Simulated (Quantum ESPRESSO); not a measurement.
# Sn (Fd-3m) in Quantum ESPRESSO: equation of state

How stiff is Sn in PBEsol, and what volume does it want? The cell is scaled to several volumes.

All numbers are computed with Quantum ESPRESSO 7.5; they aren't measurements. Logs are shortened: lines on timing, memory, paths and dates and some standing lists are left out, and cuts for length are marked.

## (1) The structure

Symmetry: Fd-3m, No. 227, cubic system. The conventional cell has a = 6.467 Å, b = 6.467 Å, c = 6.467 Å, α = 90.00°, β = 90.00°, γ = 90.00°. Sn (site symmetry -43m) is surrounded by 4 Sn at 2.80 Å.

This isn't the form of Sn at room conditions, which is tetragonal (white tin).

## (2) Single point, PBEsol, 31.77 Å³/atom

Contents of pw.in:

```
&CONTROL
  calculation = 'scf'
  prefix = 'pwscf'
  outdir = './tmp'
  pseudo_dir = './pseudo'
  tprnfor = .true.
  tstress = .true.
  disk_io = 'nowf'
/
&SYSTEM
  ibrav = 0
  nat = 2
  ntyp = 1
  ecutwfc = 68
  ecutrho = 544
  nbnd = 21
  occupations = 'smearing'
  smearing = 'fd'
  degauss = 0.00367493
/
&ELECTRONS
  conv_thr = 4d-10
  electron_maxstep = 120
  mixing_beta = 0.5
/
ATOMIC_SPECIES
Sn   118.7100 sn_pbesol_v1.4.uspp.F.UPF
CELL_PARAMETERS angstrom
   0.0000000000    3.1673376916    3.1673376916
   3.1673376916    0.0000000000    3.1673376916
   3.1673376916    3.1673376916    0.0000000000
ATOMIC_POSITIONS crystal
Sn     0.7500000000    0.7500000000    0.7500000000
Sn     0.5000000000    0.5000000000    0.5000000000
K_POINTS automatic
7 7 7 0 0 0
```

Potentials or basis: GBRV 1.5 PBEsol.

Started as:

```sh
OMP_NUM_THREADS=1 mpirun -n 2 pw.x -nk 2 -in pw.in > pw.out
```

pw.out:

```text
This program is part of the open-source Quantum ESPRESSO suite
     for quantum simulation of materials; please cite
         "P. Giannozzi et al., J. Phys.:Condens. Matter 21 395502 (2009);
         "P. Giannozzi et al., J. Phys.:Condens. Matter 29 465901 (2017);
         "P. Giannozzi et al., J. Chem. Phys. 152 154105 (2020);
     in publications or presentations arising from this work. More details at

     Message from routine setup:
     using ibrav=0 with symmetry is DISCOURAGED, use correct ibrav instead

     K-points division:     npool     =       2
     Subspace diagonalization in iterative solution of the eigenvalue problem:
     a serial algorithm will be used

     G-vector sticks info
     --------------------
     sticks:   dense  smooth     PW     G-vecs:    dense   smooth      PW
     Sum        2689    1345    379                91881    32647    5029

     Using Slab Decomposition

     bravais-lattice index     =            0
     lattice parameter (alat)  =       8.4646  a.u.
     unit-cell volume          =     428.8542 (a.u.)^3
     number of atoms/cell      =            2
     number of atomic types    =            1
     number of electrons       =        28.00
     number of Kohn-Sham states=           21
     kinetic-energy cutoff     =      68.0000  Ry
     charge density cutoff     =     544.0000  Ry
     scf convergence threshold =      4.0E-10
     mixing beta               =       0.5000
     number of iterations used =            8  plain     mixing
     Exchange-correlation= SLA  PW   PSX  PSC
                           (   1   4  10   8   0   0   0)

     celldm(1)=   8.464635  celldm(2)=   0.000000  celldm(3)=   0.000000
     celldm(4)=   0.000000  celldm(5)=   0.000000  celldm(6)=   0.000000

     crystal axes: (cart. coord. in units of alat)
               a(1) = (   0.000000   0.707107   0.707107 )
               a(2) = (   0.707107   0.000000   0.707107 )
               a(3) = (   0.707107   0.707107   0.000000 )

     reciprocal axes: (cart. coord. in units 2 pi/alat)
               b(1) = ( -0.707107  0.707107  0.707107 )
               b(2) = (  0.707107 -0.707107  0.707107 )
               b(3) = (  0.707107  0.707107 -0.707107 )

     PseudoPot. # 1 for Sn read from file:
     sn_pbesol_v1.4.uspp.F.UPF
     Pseudo is Ultrasoft + core correction, Zval = 14.0
     Generated by new atomic code, or converted to UPF format
     Using radial grid of  891 points,  6 beta functions with:
                l(1) =   0
                l(2) =   0
                l(3) =   1
                l(4) =   1
                l(5) =   2
                l(6) =   2
     Q(r) pseudized with  8 coefficients,  rinner =    1.350   1.350   1.350
                                                       1.350   1.350

     atomic species   valence    mass     pseudopotential
     Sn               14.00   118.71000     Sn( 1.00)

     48 Sym. Ops., with inversion, found (24 have fractional translation)

   Cartesian axes

     site n.     atom                  positions (alat units)
         1        Sn     tau(   1) = (   1.0606602   1.0606602   1.0606602  )
         2        Sn     tau(   2) = (   0.7071068   0.7071068   0.7071068  )

     number of k points=    20  Fermi-Dirac smearing, width (Ry)=  0.0037
                       cart. coord. in units 2pi/alat
        k(    1) = (   0.0000000   0.0000000   0.0000000), wk =   0.0058309
        k(    2) = (   0.1010153   0.1010153  -0.1010153), wk =   0.0466472
        k(    3) = (   0.2020305   0.2020305  -0.2020305), wk =   0.0466472
        k(    4) = (   0.3030458   0.3030458  -0.3030458), wk =   0.0466472
        k(    5) = (   0.2020305  -0.0000000   0.0000000), wk =   0.0349854
        k(    6) = (   0.3030458   0.1010153  -0.1010153), wk =   0.1399417
        k(    7) = (   0.4040610   0.2020305  -0.2020305), wk =   0.1399417
        k(    8) = (  -0.2020305  -0.4040610   0.4040610), wk =   0.1399417
        k(    9) = (  -0.1010153  -0.3030458   0.3030458), wk =   0.1399417
        k(   10) = (  -0.0000000  -0.2020305   0.2020305), wk =   0.0699708
        k(   11) = (   0.4040610  -0.0000000   0.0000000), wk =   0.0349854
        k(   12) = (   0.5050763   0.1010153  -0.1010153), wk =   0.1399417
        k(   13) = (  -0.1010153  -0.5050763   0.5050763), wk =   0.1399417
        k(   14) = (   0.0000000  -0.4040610   0.4040610), wk =   0.0699708
        k(   15) = (   0.6060915  -0.0000000   0.0000000), wk =   0.0349854
        k(   16) = (  -0.0000000  -0.6060915   0.6060915), wk =   0.0699708
        k(   17) = (   0.4040610   0.2020305   0.0000000), wk =   0.1399417
        k(   18) = (  -0.2020305  -0.4040610   0.6060915), wk =   0.2798834
        k(   19) = (  -0.1010153  -0.5050763   0.7071068), wk =   0.1399417
        k(   20) = (   0.0000000  -0.4040610   0.6060915), wk =   0.1399417

     Dense  grid:    91881 G-vectors     FFT dimensions: (  64,  64,  64)

     Smooth grid:    32647 G-vectors     FFT dimensions: (  48,  48,  48)

     Initial potential from superposition of free atoms

     starting charge      25.9999, renormalised to      28.0000
     Starting wfcs are   18 randomized atomic wfcs +    3 random wfcs

     Self-consistent Calculation

     iteration #  1     ecut=    68.00 Ry     beta= 0.50
     Davidson diagonalization with overlap
     ethr =  1.00E-02,  avg # of iterations =  8.1

     total energy              =    -317.25487206 Ry
     estimated scf accuracy    <       2.39963326 Ry

     iteration #  2     ecut=    68.00 Ry     beta= 0.50
     Davidson diagonalization with overlap
     ethr =  8.57E-03,  avg # of iterations =  2.0

     total energy              =    -317.82537073 Ry
     estimated scf accuracy    <       0.01901935 Ry

     iteration #  3     ecut=    68.00 Ry     beta= 0.50
     Davidson diagonalization with overlap
     ethr =  6.79E-05,  avg # of iterations =  6.2

     total energy              =    -317.82804860 Ry
     estimated scf accuracy    <       0.00732481 Ry

     iteration #  4     ecut=    68.00 Ry     beta= 0.50
     Davidson diagonalization with overlap
     ethr =  2.62E-05,  avg # of iterations =  2.1

     total energy              =    -317.82925745 Ry
     estimated scf accuracy    <       0.00219127 Ry

     iteration #  5     ecut=    68.00 Ry     beta= 0.50
     Davidson diagonalization with overlap
     ethr =  7.83E-06,  avg # of iterations =  2.0

     total energy              =    -317.82920101 Ry
     estimated scf accuracy    <       0.00037226 Ry

     iteration #  6     ecut=    68.00 Ry     beta= 0.50
     Davidson diagonalization with overlap
     ethr =  1.33E-06,  avg # of iterations =  4.6

     total energy              =    -317.82925492 Ry
     estimated scf accuracy    <       0.00002982 Ry

     iteration #  7     ecut=    68.00 Ry     beta= 0.50
     Davidson diagonalization with overlap
     ethr =  1.06E-07,  avg # of iterations =  3.9

     total energy              =    -317.82928107 Ry
     estimated scf accuracy    <       0.00000545 Ry

     iteration #  8     ecut=    68.00 Ry     beta= 0.50
     Davidson diagonalization with overlap
     ethr =  1.95E-08,  avg # of iterations =  2.5

     total energy              =    -317.82927578 Ry
     estimated scf accuracy    <       0.00000698 Ry

     iteration #  9     ecut=    68.00 Ry     beta= 0.50
     Davidson diagonalization with overlap
     ethr =  1.95E-08,  avg # of iterations =  3.0

     total energy              =    -317.82927629 Ry
     estimated scf accuracy    <       0.00001348 Ry

     iteration # 10     ecut=    68.00 Ry     beta= 0.50
     Davidson diagonalization with overlap
     ethr =  1.95E-08,  avg # of iterations =  2.0

     total energy              =    -317.82927854 Ry
     estimated scf accuracy    <       0.00000021 Ry

     iteration # 11     ecut=    68.00 Ry     beta= 0.50
     Davidson diagonalization with overlap
     ethr =  7.66E-10,  avg # of iterations =  3.0

     total energy              =    -317.82927866 Ry
     estimated scf accuracy    <       0.00000010 Ry

     iteration # 12     ecut=    68.00 Ry     beta= 0.50
     Davidson diagonalization with overlap
     ethr =  3.67E-10,  avg # of iterations =  2.0

     total energy              =    -317.82927868 Ry
     estimated scf accuracy    <          1.4E-09 Ry

     iteration # 13     ecut=    68.00 Ry     beta= 0.50
     Davidson diagonalization with overlap
     ethr =  4.96E-12,  avg # of iterations =  4.7

     total energy              =    -317.82927868 Ry
     estimated scf accuracy    <          4.1E-10 Ry

     iteration # 14     ecut=    68.00 Ry     beta= 0.50
     Davidson diagonalization with overlap
     ethr =  1.45E-12,  avg # of iterations =  2.2

     End of self-consistent calculation

          k = 0.0000 0.0000 0.0000 (  4015 PWs)   bands (ev):

   -13.1463 -13.1463 -13.1463 -13.0754 -13.0754 -12.6997 -12.6997 -12.6997
   -12.6809 -12.6809  -2.4817   8.4775   8.7468   8.7468   8.7468  10.8161
    10.8161  10.8161  13.5882  16.7987  16.9947

          k = 0.1010 0.1010-0.1010 (  4029 PWs)   bands (ev):

   -13.1625 -13.1625 -13.1407 -13.0520 -13.0520 -12.7274 -12.7274 -12.7071
   -12.6573 -12.6573  -2.2694   6.2661   8.3522   8.3522   9.4174  11.3112
    11.3112  11.8678  14.5961  15.6925  15.6925

          k = 0.2020 0.2020-0.2020 (  4062 PWs)   bands (ev):

   -13.1812 -13.1812 -13.1277 -13.0194 -13.0194 -12.7544 -12.7544 -12.7245
   -12.6377 -12.6377  -1.6627   3.9880   7.7880   7.7880   9.0374  11.8572
    11.8572  13.9491  14.7618  15.7396  15.7396

          k = 0.3030 0.3030-0.3030 (  4068 PWs)   bands (ev):

   -13.1890 -13.1890 -13.1167 -13.0033 -13.0033 -12.7655 -12.7655 -12.7389
   -12.6295 -12.6295  -0.8757   2.3226   7.4645   7.4645   8.7801  11.9061
    11.9061  14.2026  16.4713  17.1185  17.1185

          k = 0.2020-0.0000 0.0000 (  4039 PWs)   bands (ev):

   -13.1595 -13.1595 -13.1580 -13.0554 -13.0264 -12.7751 -12.7000 -12.6800
   -12.6800 -12.6512  -2.1971   6.2320   7.7710   7.7710  10.1212  10.7265
    12.1340  12.1340  14.5495  14.9279  17.0344

          k = 0.3030 0.1010-0.1010 (  4047 PWs)   bands (ev):

   -13.1888 -13.1759 -13.1347 -13.0262 -12.9867 -12.8166 -12.7331 -12.6944
   -12.6520 -12.6291  -1.7135   4.4987   7.0576   7.2241  10.2242  11.0071
    12.8329  12.8913  15.1338  16.0939  16.7808

          k = 0.4041 0.2020-0.2020 (  4048 PWs)   bands (ev):

   -13.2094 -13.1899 -13.1014 -12.9962 -12.9701 -12.8257 -12.7659 -12.7337
   -12.6301 -12.6070  -0.9302   2.7290   6.3879   7.0029  10.0077  11.6189
    12.8491  13.5607  15.8443  17.3904  17.7587

          k =-0.2020-0.4041 0.4041 (  4050 PWs)   bands (ev):

   -13.2138 -13.1978 -13.0822 -12.9863 -12.9759 -12.7958 -12.7923 -12.7620
   -12.6175 -12.6036  -0.5285   2.0688   6.0398   7.1624   9.9111  11.8016
    12.5071  14.8911  16.2250  16.7342  16.8368

          k =-0.1010-0.3030 0.3030 (  4059 PWs)   bands (ev):

   -13.2004 -13.1971 -13.0960 -13.0125 -12.9792 -12.7974 -12.7666 -12.7437
   -12.6227 -12.6165  -1.2135   3.2738   6.1237   7.6529  10.0494  12.0785
    12.1091  13.7390  15.2098  15.9301  18.1791

          k =-0.0000-0.2020 0.2020 (  4049 PWs)   bands (ev):

   -13.1837 -13.1746 -13.1281 -13.0372 -13.0137 -12.7697 -12.7490 -12.6953
   -12.6593 -12.6302  -1.9218   5.0369   6.8530   8.2594  10.1210  11.4513
    11.6458  12.8889  14.8637  15.7306  15.9161

          k = 0.4041-0.0000 0.0000 (  4064 PWs)   bands (ev):

   -13.1859 -13.1859 -13.1458 -12.9997 -12.9316 -12.8857 -12.7537 -12.6668
   -12.6388 -12.6388  -1.3541   3.9336   6.6372   6.6372   9.3631  10.6804
    14.2470  14.2470  15.1119  17.4726  17.7476

          k = 0.5051 0.1010-0.1010 (  4058 PWs)   bands (ev):

   -13.2128 -13.1980 -13.1019 -12.9625 -12.9254 -12.8924 -12.7926 -12.7188
   -12.6191 -12.6028  -0.6366   2.6743   5.8102   6.3726   9.6552  10.8365
    14.0106  14.6656  17.5640  17.9728  18.4992

          k =-0.1010-0.5051 0.5051 (  4079 PWs)   bands (ev):

   -13.2336 -13.2060 -13.0567 -12.9291 -12.9180 -12.8944 -12.8322 -12.7675
   -12.6065 -12.5796   0.0451   1.7621   5.0416   6.5137   9.8099  12.6975
    13.6620  14.1909  16.0924  17.0039  18.5563

          k = 0.0000-0.4041 0.4041 (  4065 PWs)   bands (ev):

   -13.2291 -13.2067 -13.0543 -12.9721 -12.9331 -12.8369 -12.8280 -12.7737
   -12.6051 -12.5869  -0.4544   2.3762   5.0053   7.0179  10.1395  13.2882
    13.3317  13.6304  15.4606  15.4958  18.7719

          k = 0.6061-0.0000 0.0000 (  4068 PWs)   bands (ev):

   -13.2049 -13.2049 -13.0908 -12.9988 -12.9198 -12.8320 -12.8255 -12.7302
   -12.6079 -12.6079   0.0088   1.8129   6.0197   6.0197   9.1740   9.6459
    16.3259  16.3259  17.4022  18.9521  19.0934

          k =-0.0000-0.6061 0.6061 (  4091 PWs)   bands (ev):

   -13.2230 -13.2081 -13.0474 -13.0068 -12.8827 -12.8716 -12.8145 -12.7758
   -12.6030 -12.5886   0.7424   1.0305   5.3751   6.0719   9.4365  10.4493
    15.7779  15.9869  16.9397  17.9042  19.4598

          k = 0.4041 0.2020 0.0000 (  4060 PWs)   bands (ev):

   -13.2032 -13.2017 -13.1000 -12.9980 -12.9442 -12.8602 -12.7619 -12.7296
   -12.6187 -12.6133  -1.1160   3.3802   5.8342   6.9447  10.7887  11.1211
    12.4448  13.9903  15.8604  17.1541  17.9271

          k =-0.2020-0.4041 0.6061 (  4065 PWs)   bands (ev):

   -13.2265 -13.2090 -13.0567 -12.9658 -12.9265 -12.8706 -12.8047 -12.7723
   -12.6048 -12.5882  -0.3168   2.1503   5.2921   6.5005  10.9018  11.6238
    13.0860  14.3851  15.8084  17.3299  17.8918

          k =-0.1010-0.5051 0.7071 (  4061 PWs)   bands (ev):

   -13.2210 -13.2183 -13.0480 -12.9629 -12.9232 -12.8538 -12.8361 -12.7733
   -12.5940 -12.5917   0.1486   1.7177   5.4243   5.7846  10.4954  10.7732
    13.7330  15.5682  17.1705  18.0412  19.3324

          k = 0.0000-0.4041 0.6061 (  4062 PWs)   bands (ev):

   -13.2350 -13.2195 -13.0187 -12.9355 -12.9109 -12.8706 -12.8638 -12.7988
   -12.5922 -12.5770   0.4582   1.4066   4.9627   5.8606  10.8827  12.7621
    13.2635  13.3152  16.7116  17.6564  19.5979

     the Fermi energy is     8.6951 ev

!    total energy              =    -317.82927868 Ry
     estimated scf accuracy    <          3.6E-13 Ry
     smearing contrib. (-TS)   =      -0.00011700 Ry
     internal energy E=F+TS    =    -317.82916168 Ry

     The total energy is F=E-TS. E is the sum of the following terms:
     one-electron contribution =    -148.55132370 Ry
     hartree contribution      =      92.32279712 Ry
     xc contribution           =     -85.20268695 Ry
     ewald contribution        =    -176.39794815 Ry

     convergence has been achieved in  14 iterations

     Forces acting on atoms (cartesian axes, Ry/au):

     atom    1 type  1   force =    -0.00000000    0.00000000   -0.00000000
     atom    2 type  1   force =     0.00000000   -0.00000000    0.00000000

     Total force =     0.000000     Total SCF correction =     0.000000

     Computing stress (Cartesian axis) and pressure

          total   stress  (Ry/bohr**3)                   (kbar)     P=       47.89
   0.00032554  -0.00000000  -0.00000000           47.89       -0.00       -0.00
  -0.00000000   0.00032554  -0.00000000           -0.00       47.89       -0.00
  -0.00000000  -0.00000000   0.00032554           -0.00       -0.00       47.89

=------------------------------------------------------------------------------=
   JOB DONE.
=------------------------------------------------------------------------------=
```

Wall time 28 s (2 MPI ranks of Arm Neoverse V2, shared host); peak memory 0.46 GiB.

What came out:

| Quantity | Value |
| --- | --- |
| Free energy | -4324.2876 eV |
| Pressure | 4.8 GPa |
| Band gap on the k mesh | none (metal or under the smearing width) |

## (3) Single point, PBEsol, 32.45 Å³/atom

Edit pw.in of step 2 so:

```diff
@@ -28,5 +28,5 @@
 CELL_PARAMETERS angstrom
-   0.0000000000    3.1673376916    3.1673376916
-   3.1673376916    0.0000000000    3.1673376916
-   3.1673376916    3.1673376916    0.0000000000
+   0.0000000000    3.1896436215    3.1896436215
+   3.1896436215    0.0000000000    3.1896436215
+   3.1896436215    3.1896436215    0.0000000000
 ATOMIC_POSITIONS crystal
```

Potentials or basis: GBRV 1.5 PBEsol.

Started as:

```sh
OMP_NUM_THREADS=1 mpirun -n 2 pw.x -nk 2 -in pw.in > pw.out
```

Wall time 28 s (2 MPI ranks of Arm Neoverse V2, shared host); peak memory 0.48 GiB.

The run converged. Its results:

```
Free energy            : -4324.3240 eV
Pressure               : 3.5 GPa
Band gap on the k mesh : none (metal or under the smearing width)
```

## (4) Single point, PBEsol, 33.13 Å³/atom

Edit pw.in of step 3 so:

```diff
@@ -28,5 +28,5 @@
 CELL_PARAMETERS angstrom
-   0.0000000000    3.1896436215    3.1896436215
-   3.1896436215    0.0000000000    3.1896436215
-   3.1896436215    3.1896436215    0.0000000000
+   0.0000000000    3.2116418589    3.2116418589
+   3.2116418589    0.0000000000    3.2116418589
+   3.2116418589    3.2116418589    0.0000000000
 ATOMIC_POSITIONS crystal
```

Started as:

```sh
OMP_NUM_THREADS=1 mpirun -n 2 pw.x -nk 2 -in pw.in > pw.out
```

Wall time 29 s (2 MPI ranks of Arm Neoverse V2, shared host); peak memory 0.48 GiB.

It converged, with:

```
Free energy            : -4324.3500 eV
Pressure               : 2.3 GPa
Band gap on the k mesh : none (metal or under the smearing width)
```

## (5) Single point, PBEsol, 33.80 Å³/atom

Edit pw.in of step 4 so:

```diff
@@ -28,5 +28,5 @@
 CELL_PARAMETERS angstrom
-   0.0000000000    3.2116418589    3.2116418589
-   3.2116418589    0.0000000000    3.2116418589
-   3.2116418589    3.2116418589    0.0000000000
+   0.0000000000    3.2333428000    3.2333428000
+   3.2333428000    0.0000000000    3.2333428000
+   3.2333428000    3.2333428000    0.0000000000
 ATOMIC_POSITIONS crystal
```

Started as:

```sh
OMP_NUM_THREADS=1 mpirun -n 2 pw.x -nk 2 -in pw.in > pw.out
```

It took 30 s on 2 MPI ranks of Arm Neoverse V2, shared host; peak memory 0.5 GiB.

The run converged. Its results:

```yaml
Free_energy: -4324.3668 eV
Pressure: 1.3 GPa
Band_gap_on_the_k_mesh: none (metal or under the smearing width)
```

## (6) Single point, PBEsol, 34.48 Å³/atom

Edit pw.in of step 5 so:

```diff
@@ -28,5 +28,5 @@
 CELL_PARAMETERS angstrom
-   0.0000000000    3.2333428000    3.2333428000
-   3.2333428000    0.0000000000    3.2333428000
-   3.2333428000    3.2333428000    0.0000000000
+   0.0000000000    3.2547562903    3.2547562903
+   3.2547562903    0.0000000000    3.2547562903
+   3.2547562903    3.2547562903    0.0000000000
 ATOMIC_POSITIONS crystal
```

Potentials or basis: GBRV 1.5 PBEsol.

Started as:

```sh
OMP_NUM_THREADS=1 mpirun -n 2 pw.x -nk 2 -in pw.in > pw.out
```

Run time: 29 s. Hardware: 2 MPI ranks of Arm Neoverse V2, shared host; peak memory 0.5 GiB.

Results (log left out):

```
Free energy            : -4324.3752 eV
Pressure               : 0.4 GPa
Band gap on the k mesh : none (metal or under the smearing width)
```

(Continued in part 2 of 2.)
